Whoever deduces the thickness of an SnO transistor channel from its optics needs a refractive index, and a computed index depends on the functional behind it. Among the five semilocal functionals below, the choice moves the in-plane index by about 2 %. The step from the lowest of them to the model potential GLLB-SC lowers it by almost another 7 %, and the film deduced from the same optical path becomes thicker by about as much. Whether to take that larger step seriously depends on what causes it.

GPAW 26.7.0, plane-wave PAW DFT without spin polarisation or spin–orbit coupling, for SnO (P4/nmm, 4 atoms) in one fixed cell. The clamped-ion dielectric constants are in the random-phase approximation with local fields, on a 7 × 7 × 6 k mesh (12 × 12 × 10 for PBE); the ground states use 6 × 6 × 5 and Fermi–Dirac smearing of 0.001 eV.

```csv
functional,potentials,wave cutoff,dielectric xx,dielectric zz
LDA,GPAW-PAW-data-sets-(gpaw-data-1.2.1),550 eV,7.631,6.881
PBE,GPAW-PAW-data-sets-(gpaw-data-1.2.1),600 eV,7.560,6.711
PBEsol,PAW-data-sets-made-by gpaw-setup-for-the-functional,550 eV,7.794,6.938
RPBE,GPAW-PAW-data-sets-(gpaw-data-1.2.1),550 eV,7.456,6.577
AM05,PAW-data-sets-made-by gpaw-setup-for-the-functional,550 eV,7.630,6.792
GLLB-SC,GPAW-PAW-data-sets-(gpaw-data-1.2.1),550 eV,6.520,5.718
```

The column xx belongs to a field along the layers of the crystal, where both directions are equal by symmetry, and zz to a field across them. For light well below the onset of strong absorption, but too fast for the nuclei to follow, the index is close to the square root of these values. The nuclei are held still, so this is not the static constant that screens a slow gate voltage. All rows share one cell, and every difference must therefore come from the electrons and their treatment, not from the volume. The response was computed on denser k meshes than the ground state, the densest for PBE. The last refinement hardly changed the PBE constants, but the coarser mesh of the other rows wasn't tested, so small differences between PBE and its neighbours are less secure. The gaps quoted below are the smallest found on the sampled points.

### LDA and PBE: the tempting explanation

SnO is almost gapless in these calculations: the smallest gap is only a few tenths of an electronvolt or less. A small gap suggests electrons that are easily displaced, so a functional with a smaller gap should give a larger dielectric constant. The first two rows already point the other way. LDA has the wider smallest gap, 0.23 eV against 0.15 eV, and yet the larger constant in both directions. In the plane this difference is only about 1 %, less than the few percent to which the optical matrix elements can be trusted, so the pair raises a doubt and doesn't settle the matter.

The physics gives a better reason for the doubt. The smallest gap of SnO is indirect: the highest filled and the lowest empty state have different crystal momenta. A uniform field can't supply the difference. It acts only through vertical transitions, which link states of equal crystal momentum. The cheapest of these, the direct gap, costs about 2 eV, some ten times the smallest gap.

### PBEsol and RPBE: the vertical transitions

The next two rows are the semilocal extremes. From PBEsol to RPBE the in-plane constant falls from 7.79 to 7.46, while the direct gap widens from 1.97 to 2.05 eV. The smallest gap also widens slightly here, so this pair alone would suit both explanations. Over all five semilocal rows they part: in the plane, the order of the smallest gaps has no rank correlation with the order of the constants, whereas the order of the direct gaps is the reverse of it, with LDA and AM05 practically tied.

A short formula shows why vertical transitions matter and how strongly. Let $\varepsilon_0$ be the dielectric constant before the atomic-scale fields of the displaced charge are included. Then

$$\varepsilon_0-1=\sum_j \frac{S_j}{E_j^2},$$

where $E_j$ is the energy of vertical transition $j$ and $S_j$ its strength. The strengths add up to a total fixed by the number of electrons, which is the same in every row. A functional can therefore change the response only by moving the transitions in energy or by shifting strength among them. The left-hand side, $\varepsilon_0-1$, is called the response below.

Suppose first that the strengths stay as they are. If every transition energy stretched in proportion to the direct gap, the response would fall as the inverse square of that gap. If every transition rose by the same number of electronvolts, it would fall less, because a given rise matters little to a transition that is already expensive. Spreading the total strength of the outer s and p electrons over a single energy puts that energy near 7 eV, far above the direct gap. This is a crude mean, and it gives too little weight to the cheap transitions, which count most in the sum.

### AM05: a natural control

AM05 and LDA have direct gaps that agree within 0.01 eV, while their smallest gaps differ by about a quarter. If the smallest gap controlled the response, the two rows should stand apart. In the plane they give the same constant, 7.63. Such a tie speaks against the tempting explanation.

Across the layers AM05 lies about 1 % below LDA, and one direct gap can't describe two directions separately. The difference also has a technical side, since AM05 and PBEsol use atomic data sets generated for the functional and LDA uses released ones. These rows can't tell whether so small a difference has a physical cause.

### GLLB-SC: the large step

The last row leaves the group. Its in-plane constant is 6.52, nearly one unit below RPBE, and the constant across the layers drops by almost as much. The semilocal values spread over only about a third of a unit in each direction. Here the explanations can be tested by size as well as by order.

As an inverse-square law, the smallest gap fails by a wide margin. It grows from 0.14 eV in RPBE to 0.37 eV in GLLB-SC, and a response that followed its inverse square would lose 86 % of its value. The computed loss in the plane is 14 %.

Counted in electronvolts, however, the smallest gap rises by about as much as the direct gap, so this step alone doesn't exclude a weaker link. The main evidence against one is the rule that a uniform field mixes only states of equal momentum. The order of the semilocal rows agrees with it, but their differences are too small to prove it alone.

A second explanation blames the local fields. Charge displaced by an applied field is uneven on the scale of the atoms, and the fields it creates usually oppose the displacement. If GLLB-SC merely strengthened this opposition, its drop should vanish once the local fields are left out. The same runs give that value, and without local fields the in-plane drop is 1.01 instead of 0.94. Local fields lower the constant in every row, but they don't create the step to GLLB-SC.

That leaves the vertical transitions, and the estimate can be followed by hand. The direct gap rises from 2.051 eV in RPBE to 2.258 eV in GLLB-SC. A proportional stretch of all transitions multiplies the response by $(2.051/2.258)^2\approx0.825$, a loss of about 17.5 %. A common rise of 0.21 eV acting at the crude mean of 7 eV gives a loss of only about 6 %. A real common rise is expected to cost more than this, because the cheap transitions feel it most. The computed loss lies between the two estimates, and the same holds across the layers.

A common rise could explain the whole in-plane drop only if the transitions that dominate the response lay near 2.7 eV, not far above the direct gap. That is unlikely in an oxide, where transitions from the filled bands spread over many electronvolts. The more natural reading is that GLLB-SC moves the higher transitions by more than it moves the edge. The direct gap is then a marker of a general opening of the spectrum and not the sole cause of the drop. This last step is an argument: proof would need the strength resolved by energy, and a redistribution of strength could contribute too.

A power law in the direct gap, fitted to the five semilocal rows only, tests how far the marker reaches. It puts the GLLB-SC response 2 to 3 % above the computed one, depending on direction. For a row outside the fit this is encouraging, though in the plane the miss amounts to about a fifth of the drop itself. The fitted gaps cover less than 0.1 eV and GLLB-SC lies 0.2 eV beyond them. The exponent is about −1.2 in the plane and, much less certainly, −1.5 across the layers. Between these calculations of SnO, a direct gap wider by a tenth thus goes with a response lower by somewhat more than a tenth. The printed analysis after this text gives the fits and their misses.

### What the step means for the index

For the film measurement, changing from one semilocal functional to another is a weak remedy. All constants in the table neglect exchange and correlation in the response itself. Including them for PBE in a simple local form raises its in-plane constant by 0.37, about as much as the whole semilocal spread. A careful choice between PBEsol and RPBE is therefore wasted if this other choice is left open.

The lower GLLB-SC value goes in a plausible direction, because semilocal functionals generally make gaps too small and thereby tend to make the electrons too easy to polarise. Its size is less secure. The GLLB-SC response lacks terms that belong to this potential, and its gaps omit the jump that the exact potential makes when an electron is added. Spin–orbit coupling, which is noticeable for tin, is missing in every row. With no measured constant beside these values, the engineer does better to carry the 7 % step as an uncertainty of the thickness than to treat GLLB-SC as a correction.

The analysis program printed:

```
Gaps and response without local fields:
      row  direct gap eV  smallest gap eV  in plane  along c
      LDA          2.011           0.2264     8.624    7.321
      PBE          2.024           0.1493     8.551    7.134
   PBEsol          1.969           0.1254     8.806    7.377
     RPBE          2.051           0.1409     8.438    6.991
     AM05          2.016           0.1649     8.626    7.222
  GLLB-SC          2.258           0.3711     7.425    6.082
Semilocal spread of the dielectric constant in plane: 0.338
Semilocal spread of the dielectric constant along c: 0.361
GLLB-SC below RPBE in plane: 0.936
GLLB-SC below RPBE along c: 0.859
GLLB-SC below RPBE in plane without local fields: 1.013
Rank correlation of smallest gap and in-plane constant in the semilocal rows: 0
Fall of response RPBE to GLLB-SC if it went as inverse square of the smallest gap (percent): 85.58
Computed fall of response without local fields in plane (percent): 13.62
Computed fall of response without local fields along c (percent): 15.17
Fall if all transition energies stretch with the direct gap (percent): 17.54
Rough mean transition energy for RPBE in plane (eV): 7.222
Rough fall if all transitions rise by the change of the direct gap (percent): 5.508
Single transition energy at which such a common rise would suffice in plane (eV): 2.733
fit of log(chix) on 5 rows (semi): constant 2.865 +/- 0.056, coefficient of log(dgap) -1.194 +/- 0.081; rms 0.00183, worst AM05 -0.00338, leave-one-out rms 0.00338
  rows outside the fit (model, value, miss): GLLB-SC 1.892, 1.86, 0.0323
fit of log(chiz) on 5 rows (semi): constant 2.91 +/- 0.28, coefficient of log(dgap) -1.549 +/- 0.4; rms 0.00898, worst LDA -0.0159, leave-one-out rms 0.0207
  rows outside the fit (model, value, miss): GLLB-SC 1.648, 1.626, 0.0227
Power law above computed GLLB-SC response in plane (percent): 3.283
Power law above computed GLLB-SC response along c (percent): 2.299
Rise of the PBE constant in plane with the ALDA kernel: 0.3673
```
